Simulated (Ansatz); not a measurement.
Level of theory: DFT, PBE, plane waves (420 eV) with PAW, scalar-relativistic (Ansatz).

An element in the fcc structure gives this curve. The cell is scaled uniformly from the relaxed one, with fractional coordinates and shape fixed. Energies are extrapolated to zero smearing, pressures are those at the given smearing. Magnetic state: spin not included.

```json
{"V (Å³/atom)": "12.627", "E − E₀ (meV/atom)": "314.9", "P (GPa)": "66.95"}
{"V (Å³/atom)": "13.201", "E − E₀ (meV/atom)": "127.4", "P (GPa)": "39.26"}
{"V (Å³/atom)": "13.775", "E − E₀ (meV/atom)": "28.4", "P (GPa)": "17.26"}
{"V (Å³/atom)": "14.349", "E − E₀ (meV/atom)": "-0.1", "P (GPa)": "-0.22"}
{"V (Å³/atom)": "14.923", "E − E₀ (meV/atom)": "27.4", "P (GPa)": "-14.07"}
{"V (Å³/atom)": "15.497", "E − E₀ (meV/atom)": "99.1", "P (GPa)": "-25.01"}
{"V (Å³/atom)": "16.071", "E − E₀ (meV/atom)": "205.7", "P (GPa)": "-33.60"}
```

(1) Which element is it?
A. tungsten
B. rhenium
C. molybdenum
D. osmium

Answers

(1) D. Its fit is V₀ = 14.33 Å³/atom, B₀ = 390 GPa, B₀′ = 4.8.
